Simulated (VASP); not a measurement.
# Pb (P6_3/mmc) in VASP: electric field gradients with PBE

Aim: the electric field gradients of Pb with PBE.

All numbers are computed with VASP 6.6.1; they aren't measurements. Logs are shortened: lines on timing, memory, paths and dates and some standing lists are left out, and cuts for length are marked.

## Step 1: The undisturbed crystal

Symmetry: P6_3/mmc, No. 194, hexagonal system. The conventional cell has a = 3.480 Å, b = 3.480 Å, c = 5.590 Å, α = 90.00°, β = 90.00°, γ = 120.00°. Around Pb (site symmetry -6m2) lie 12 Pb at 3.44 to 3.48 Å.

This isn't the form of Pb at room conditions, which is fcc.

## Step 2: Electric field gradients, PBE (xy shear strain of +1 %, crystal datasets)

INCAR

```
PREC = Accurate
ENCUT = 520
EDIFF = 1E-8
ISMEAR = -1
SIGMA = 0.05
LREAL = False
LASPH = True
NELM = 100
ALGO = Fast
ISIF = 2
LWAVE = False
LCHARG = False
GGA = PE
LEFG = True
NBANDS = 21
```

KPOINTS

```
regular mesh
0
Gamma
  12 12 7
```

POSCAR

```
Pb
1.0
    3.4800006906      0.0174000034      0.0000000000
   -1.7249315003      3.0050690015      0.0000000000
    0.0000000000      0.0000000000      5.5900000000
Pb
2
Direct
    0.3333333333      0.6666666667      0.2500000000
    0.6666666667      0.3333333333      0.7500000000
```

Potentials or basis: VASP PAW PBE potentials, release 64 (Pb_d).

Launch:

```
$ cat potpaw_PBE.64/Pb_d/POTCAR > POTCAR
$ mpirun -np 1 vasp_std > vasp.out
```

OUTCAR:

```text
PREC = Accurate
   ENCUT = 520
   EDIFF = 1E-8
   ISMEAR = -1
   LREAL = False
   LASPH = True
   NELM = 100
   ISIF = 2
   GGA = PE

 ion  position               nearest neighbor table
   1  0.333  0.667  0.250-   2 3.44   2 3.44   2 3.44   2 3.44   2 3.45   2 3.45
   2  0.667  0.333  0.750-   1 3.44   1 3.44   1 3.44   1 3.44   1 3.45   1 3.45

  Warning from LATTYP: Monoclinic adjustment (A1->A3, A2->A1, A3->A2)!
  LATTYP: Found a simple monoclinic cell.
 ALAT       =     3.4649427679
 B/A-ratio  =     1.6133022605
 C/A-ratio  =     1.0043583469
 COS(beta)  =    -0.4934813925

  Lattice vectors:

 A1 = (  -1.7249315003,   3.0050690015,   0.0000000000)
 A2 = (   0.0000000000,   0.0000000000,   5.5900000000)
 A3 = (   3.4800006906,   0.0174000034,   0.0000000000)

Analysis of symmetry for initial positions (statically):
=====================================================================
 Subroutine PRICEL returns:
 Original cell was already a primitive cell.

 Routine SETGRP: Setting up the symmetry group for a
 simple monoclinic supercell.

 Subroutine GETGRP returns: Found  4 space group operations
 (whereof  2 operations were pure point group operations)
 out of a pool of  4 trial point group operations.

The static configuration has the point symmetry S_2 .
 The point group associated with its full space group is C_2h.

Analysis of symmetry for dynamics (positions and initial velocities):
=====================================================================
 Subroutine PRICEL returns:
 Original cell was already a primitive cell.

 Routine SETGRP: Setting up the symmetry group for a
 simple monoclinic supercell.

 Subroutine GETGRP returns: Found  4 space group operations
 (whereof  2 operations were pure point group operations)
 out of a pool of  4 trial point group operations.

The dynamic configuration has the point symmetry S_2 .
 The point group associated with its full space group is C_2h.

 Subroutine INISYM returns: Found  4 space group operations
 (whereof  2 operations are pure point group operations),
 and found     1 'primitive' translations

----------------------------------------------------------------------------------------

                                     Primitive cell

  volume of cell :      58.6260

  direct lattice vectors                    reciprocal lattice vectors
[... 127 lines left out ...]

 Free energy of the ion-electron system (eV)
  ---------------------------------------------------
  ext. energy  EPLUGINS =         0.00000000
  ---------------------------------------------------
  free energy    TOTEN  =        -7.02788069 eV

  energy without entropy =       -7.01664609  energy(sigma->0) =       -7.02226339

 E-fermi :   7.6495     XC(G=0): -10.3507

 val. band max:        7.6442647081   @ k =   0.5000   0.0833   0.1429
 cond. band min:       7.6516766696   @ k =   0.3333   0.1667   0.2857
 fundamental gap:      0.0074119615
 Fermi energy:         7.6495139042

 k-point     1 :       0.0000    0.0000    0.0000
  band No.  band energies     occupation
      1      -9.4791      2.00000
      2      -9.4316      2.00000
      3      -9.4180      2.00000
      4      -9.4019      2.00000
      5      -9.3923      2.00000
      6      -9.3779      2.00000
[... 565 lines left out ...]
     20      16.9697      0.00000
     21      20.9569      0.00000

 [... further k-points ...]

------------------------ aborting loop because EDIFF is reached ----------------------------------------

  FORCE on cell =-STRESS in cart. coord.  units (eV):
  Direction    XX          YY          ZZ          XY          YZ          ZX
  --------------------------------------------------------------------------------------
  -------------------------------------------------------------------------------------
  Total        1.3993361      1.4043368      1.4902602     -0.0401757      0.0000000      0.0000000
  in kB       38.2421580     38.3788207     40.7270015     -1.0979524      0.0000000      0.0000000
  external PRESSURE =      39.1159934 kB  Pullay stress =       0.0000000 kB

 VOLUME and BASIS-vectors are now :
 -----------------------------------------------------------------------------
  energy-cutoff  :      520.00
  volume of cell :       58.63
      direct lattice vectors                 reciprocal lattice vectors
     3.480000691  0.017400003  0.000000000     0.286533902  0.164472547  0.000000000
    -1.724931500  3.005069001  0.000000000    -0.001659094  0.331818729  0.000000000
     0.000000000  0.000000000  5.590000000     0.000000000  0.000000000  0.178890877

 POSITION                                       TOTAL-FORCE (eV/Angst)
 -----------------------------------------------------------------------------------
      0.01005      2.00918      1.39750        -0.003489     -0.000235      0.000000
      1.74502      1.01329      4.19250         0.003489      0.000235      0.000000
 -----------------------------------------------------------------------------------
    total drift:                               -0.000000      0.000000     -0.000000

  FREE ENERGIE OF THE ION-ELECTRON SYSTEM (eV)
  ---------------------------------------------------
  free  energy   TOTEN  =        -7.0278806944 eV

  energy  without entropy=       -7.0166460897  energy(sigma->0) =       -7.02226339

 Electric field gradients (V/A^2)
---------------------------------------------------------------------
 ion       V_xx      V_yy      V_zz      V_xy      V_xz      V_yz
---------------------------------------------------------------------
   1       4.297     4.151    -8.448     4.003     0.000     0.000
   2       4.297     4.151    -8.448     4.003     0.000    -0.000
---------------------------------------------------------------------

 Electric field gradients after diagonalization (V/A^2)
 (convention: |V_zz| > |V_xx| > |V_yy|)
----------------------------------------------------------------------
 ion       V_xx      V_yy      V_zz     asymmetry (V_yy - V_xx)/ V_zz
----------------------------------------------------------------------
   1       8.228     0.220    -8.448       0.948
   2       8.228     0.220    -8.448       0.948
----------------------------------------------------------------------

           NMR quadrupolar parameters

 Cq : quadrupolar parameter    Cq=e*Q*V_zz/h
 eta: asymmetry parameters     (V_yy - V_xx)/ V_zz
 Q  : nuclear electric quadrupole moment in mb (millibarn)
----------------------------------------------------------------------
 ion       Cq(MHz)       eta       Q (mb)
----------------------------------------------------------------------
   1      -0.020       0.948       1.000
   2      -0.020       0.948       1.000
----------------------------------------------------------------------
```

stdout:

```text
POSCAR found type information on POSCAR Pb
 POSCAR found :  1 types and       2 ions
 scaLAPACK will be used
 LDA part: xc-table for (Slater+PW92), standard interpolation
[... 21 lines left out ...]
 num prob  num prob  num prob  num prob  num prob  num prob  num prob  num prob  num prob  num prob  num prob  num prob WARNING in EDDRMM: call to ZHEGV failed, returncode =   6  3     20
 num prob  num prob  num prob WARNING in EDDRMM: call to ZHEGV failed, returncode =   8  4     21
 num prob  num prob  num prob  num prob  num prob  num prob  num prob  num prob  num prob  num prob  num prob WARNING in EDDRMM: call to ZHEGV failed, returncode =   8  4     19
 num prob  num prob WARNING in EDDRMM: call to ZHEGV failed, returncode =   8  4     20
WARNING in EDDRMM: call to ZHEGV failed, returncode =   8  4     20
 num prob RMM:  22    -0.702788069435E+01    0.62355E-08   -0.66426E-10  7008   0.311E-04
ion   1

ion   2
```

It took 9.5 min on 1 thread of Intel Xeon Platinum 8259CL at 2.50GHz (Skylake/Cascade Lake), shared host; peak memory 0.39 GiB.

What came out:

```yaml
Free_energy: -7.0279 eV
Pressure: 3.9 GPa
Largest_force: 0.003 eV/Å
Band_gap_on_the_k_mesh: none (metal or under the smearing width)
```

Forces in eV/Å, atoms in the order of the input:
```
Pb  -0.003  0.000  0.000
Pb   0.003  0.000  0.000
```

Stress tensor (GPa, compression positive):
```
 3.82 -0.11  0.00
-0.11  3.84  0.00
 0.00  0.00  4.07
```

Electric field gradients, principal values (V/Å²):
```tsv
atom	Vxx	Vyy	Vzz
1 Pb	0.220	8.228	-8.448
2 Pb	0.220	8.228	-8.448
```
